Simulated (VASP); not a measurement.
# What goes wrong when CuI is relaxed with a bad input, part 2 of 2

Some relaxations of CuI get a fault in the input on purpose. Which of them show, and how? The starting structure is a measured crystal structure from the Crystallography Open Database. The first relaxation on each setting starts from this cell expanded by 3 % in volume.

VASP 6.6.1.

Results so far: reference 26.28 Å³ an atom; a k mesh far too coarse 29.19 Å³ an atom.

The database entry behind the starting cell differs from later determinations by our own check (about 0.4 % short), so it need not match the best structure at ambient conditions.

### Step 5. Relaxation with low precision and a small cutoff

Level of this step: PBEsol; plane waves and PAW (I, Cu) (VASP).

A slip made on purpose: low precision and a small cutoff. Against step 2 the input has PREC = Low and ENCUT = 240 (also changed: NELM).

INCAR

```
SYSTEM = CuI
PREC = Low
ENCUT = 240
EDIFF = 1E-06
NELM = 60
ISMEAR = 0
SIGMA = 0.03
LREAL = .FALSE.
ALGO = Normal
GGA = PS
NBANDS = 15
LASPH = .TRUE.
LORBIT = 11
LWAVE = .FALSE.
LCHARG = .FALSE.
KPAR = 4
IBRION = 2
NSW = 50
ISIF = 3
EDIFFG = -0.006
```

POSCAR

```
CuI
1.0
    0.0000000000      3.0458633283      3.0458633283
    3.0458633283      0.0000000000      3.0458633283
    3.0458633283      3.0458633283      0.0000000000
I Cu
1 1
Direct
    0.0000000000      0.0000000000      0.0000000000
    0.7500000000      0.7500000000      0.7500000000
```

KPOINTS

```
Automatic mesh
0
Gamma
6 6 6
0 0 0
```

The projector-augmented-wave data sets are I and Cu (PBE family, release 64).

On the command line:

```console
$ mpirun -np 4 vasp_std
```

The program printed:

```text
[... set-up lines as in an earlier step ...]
 entering main loop
       N       E                     dE             d eps       ncg     rms          rms(c)
DAV:   1     0.665943405821E+02    0.66594E+02   -0.46001E+03   480   0.636E+02
DAV:   2    -0.374505691230E+01   -0.70339E+02   -0.64315E+02   515   0.169E+02
DAV:   3    -0.641410587008E+01   -0.26690E+01   -0.26482E+01   627   0.361E+01
DAV:   4    -0.646574145562E+01   -0.51636E-01   -0.51627E-01   565   0.566E+00
[...]
DAV:  12    -0.613254059057E+01    0.17584E-05   -0.26994E-04   733   0.311E-01    0.452E-02
DAV:  13    -0.613254124787E+01   -0.65729E-06   -0.19617E-05   617   0.357E-02    0.208E-02
DAV:  14    -0.613254029689E+01    0.95098E-06   -0.43442E-06   606   0.453E-02
   1 F= -.61325403E+01 E0= -.61325403E+01  d E =-.613254E+01
[... from here on, the cycles between the ionic steps are left out ...]
   2 F= -.54442991E+01 E0= -.54442991E+01  d E =0.688241E+00
   3 F= -.65125150E+01 E0= -.65125150E+01  d E =-.379975E+00
   4 F= -.65134375E+01 E0= -.65134375E+01  d E =-.380897E+00
   5 F= -.65133757E+01 E0= -.65133757E+01  d E =-.380835E+00
   6 F= -.65134340E+01 E0= -.65134340E+01  d E =-.583293E-04
   7 F= -.65134495E+01 E0= -.65134495E+01  d E =-.738165E-04
[...]
reached required accuracy - stopping structural energy minimisation
```

Run time: 11 s. Hardware: 4 MPI ranks of AMD EPYC 7R43, shared host; peak memory 0.33 GiB.

OUTCAR, selected parts (step 5):

```text
  Total       -0.0011167     -0.0011167     -0.0011167      0.0000000      0.0000000     -0.0000000
  in kB       -0.0368157     -0.0368157     -0.0368157      0.0000000      0.0000000     -0.0000000
  external PRESSURE =      -0.0368157 kB  Pullay stress =       0.0000000 kB

 POSITION                                       TOTAL-FORCE (eV/Angst)
 -----------------------------------------------------------------------------------
      0.00000      0.00000      0.00000        -0.000000      0.000000      0.000000
      4.34466      4.34466      4.34466         0.000000     -0.000000     -0.000000
 -----------------------------------------------------------------------------------
    total drift:                                0.000150      0.000150      0.000150

  FREE ENERGIE OF THE ION-ELECTRON SYSTEM (eV)
  ---------------------------------------------------
  free  energy   TOTEN  =        -6.5134495256 eV

  energy  without entropy=       -6.5134495256  energy(sigma->0) =       -6.51344953

[... 2 parts as in an earlier step ...]

[... 2 further parts left out ...]
[key lines of the parts left out:]
E-fermi :   6.0197
```

With low precision and a small cutoff the cell ends at 24.299 Å³ an atom, -7.53 % from the reference.

### Step 6. Relaxation with too few electronic steps

A slip made on purpose: too few electronic steps. Against step 2 the input has NELM = 4 (also changed: NSW).

Changes to INCAR since step 5:

```diff
@@ -1,6 +1,6 @@
 SYSTEM = CuI
-PREC = Low
-ENCUT = 240
+PREC = Accurate
+ENCUT = 450
 EDIFF = 1E-06
-NELM = 60
+NELM = 4
 ISMEAR = 0
@@ -17,3 +17,3 @@
 IBRION = 2
-NSW = 50
+NSW = 30
 ISIF = 3
```

POSCAR is that of step 5.

KPOINTS is that of step 5.

On the command line:

```console
$ mpirun -np 4 vasp_std
```

The program printed:

```text
[... set-up lines as in an earlier step ...]
 entering main loop
       N       E                     dE             d eps       ncg     rms          rms(c)
DAV:   1     0.879649971256E+02    0.87965E+02   -0.68550E+03   480   0.113E+03
DAV:   2    -0.103471175674E+01   -0.89000E+02   -0.82239E+02   501   0.225E+02
DAV:   3    -0.640727381862E+01   -0.53726E+01   -0.53019E+01   648   0.591E+01
DAV:   4    -0.655554735808E+01   -0.14827E+00   -0.14822E+00   536   0.957E+00
 -----------------------------------------------------------------------------
|                                                                             |
|           W    W    AA    RRRRR   N    N  II  N    N   GGGG   !!!           |
|           W    W   A  A   R    R  NN   N  II  NN   N  G    G  !!!           |
|           W    W  A    A  R    R  N N  N  II  N N  N  G       !!!           |
|           W WW W  AAAAAA  RRRRR   N  N N  II  N  N N  G  GGG   !            |
|           WW  WW  A    A  R   R   N   NN  II  N   NN  G    G                |
|           W    W  A    A  R    R  N    N  II  N    N   GGGG   !!!           |
[...]
|     E        R   R    R   R    O     O  R   R                               |
|     E        R    R   R    R   O     O  R    R      ###     ###     ###     |
|     EEEEEEE  R     R  R     R  OOOOOOO  R     R     ###     ###     ###     |
|                                                                             |
|     Orbital orthonormalization failed in the inversion of matrix            |
|     LAPACK: Routine ZPOTRF failed! kpoint: 1 spin: 1                        |
|                                                                             |
|     Possible solutions for this issue are:                                  |
|     - Please check whether the atoms are too close to each other.           |
|     - Decreasing POTIM might help during relaxations or MDs.                |
|     - Deleting CHGCAR or WAVECAR if incompatible with the structure.        |
|     - Try calculating without symmetrizing (ISYM = 0 or ISYM = -1).         |
|     - As last resort: using a different PAW for some of the atoms.          |
|                                                                             |
|       ---->  I REFUSE TO CONTINUE WITH THIS SICK JOB ... BYE!!! <----       |
|                                                                             |
 -----------------------------------------------------------------------------

1
1
1
1
```

It took 6.4 s on 4 MPI ranks.

VASP stopped with this message: “Orbital orthonormalization failed in the inversion of matrix LAPACK: Routine ZPOTRF failed! kpoint: 1 spin: 1”.

### Step 7. Comparison

| run | ended | volume (Å³/atom) | change (%) | pressure left (GPa) | core minutes |
| --- | --- | --- | --- | --- | --- |
| reference | converged | 26.277 | - | -0.01 | 1.52 |
| a k mesh far too coarse | converged | 29.189 | 11.08 | 0.03 | 0.56 |
| a cutoff far too low | stopped by VASP | - | - | - | 0.44 |
| low precision and a small cutoff | converged | 24.299 | -7.53 | 0.0 | 0.72 |
| too few electronic steps | stopped by VASP | - | - | - | 0.427 |

Core minutes are wall time times ranks, summed over the relaxations behind a row (those for a bulk modulus apart), on shared hosts.

### Step 8. Results

```json
{
 "volume of the reference": "26.28 Å³/atom",
 "volume against the reference, a k mesh far too coarse": "+11.08 %",
 "volume against the reference, low precision and a small cutoff": "-7.53 %",
 "run with a cutoff far too low": "stopped by VASP",
 "run with too few electronic steps": "stopped by VASP"
}
```

VASP stopped by itself in the runs with a cutoff far too low and too few electronic steps. Finished, but with signs in the output that stand out against the reference: a k mesh far too coarse, with the volume changed by +11.1 % (signs: 1.4 GPa at the first ionic step (of the first relaxations, not shown; reference: -2.8 GPa)); low precision and a small cutoff, with the volume changed by -7.5 % (signs: -14.8 GPa at the first ionic step (of the first relaxations, not shown; reference: -2.8 GPa) and an energy that rises by up to 0.3 eV an atom on the way). The reference was restarted once and the runs with a slip weren't, so their cells may not have settled fully. Further runs on this material are not shown.

[Lines on the potential files, build, host, timing and source positions are cut from VASP's logs without a mark.]

[Logs are printed without paths, hosts, clocks, repeated set-up lines and the standing remarks that a program may print on its own settings, such as how far it seeks lower states.]

[Hosts, paths, dates, database ids (printed as entryN), source tags and the programs' standing remarks are cut or masked in the printed files.]
